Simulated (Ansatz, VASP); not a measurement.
## CdO (Monteponite) in VASP and in Ansatz

```xyz
2
Lattice="0.0000 2.3956 2.3956 2.3956 0.0000 2.3956 2.3956 2.3956 0.0000" Properties=species:S:1:pos:R:3 pbc="T T T"
Cd    0.0000    0.0000    0.0000
O     2.3956    2.3956    2.3956
```

Change from the starting cell: volume scaled by 1.06.

Alike in both runs: task single point; functional PBEsol; k mesh 10 × 10 × 10; occupations fermi-dirac, width 0.05 eV; no spin polarisation.

|  | VASP | Ansatz |
| --- | --- | --- |
| version | VASP 6.6.1 | Ansatz 0.2.0 |
| potentials or method | VASP PAW PBE potentials, release 64 (Cd, O) | Ansatz PAW |
| plane-wave cutoff (eV) | 520 | 420 |
| valence electrons in the cell | 18 | 26 |

Ansatz gave:

| Property | Result |
| --- | --- |
| gap on the k mesh at the Fermi level (eV) | none |
| pressure (GPa) | -8.0 |

Q: Estimate VASP's values.

A: gap on the k mesh at the Fermi level (eV): none; pressure (GPa): -6.8.

A gap of «none» marks a metal or a gap that the smearing closes. With one functional, cell and mesh, what is left measures potentials, basis and numerics. The two sets of potentials don't hold the same shells in valence.

Caveats: the PAW data sets were made with another functional, which shifts forces and pressure a little (VASP); the pressure holds a Pulay correction of +0.5 GPa for the finite cutoff (Ansatz); the PAW data sets come from PBE, with cores solved anew for the run's functional, which leaves a small shift of forces and pressure (Ansatz).
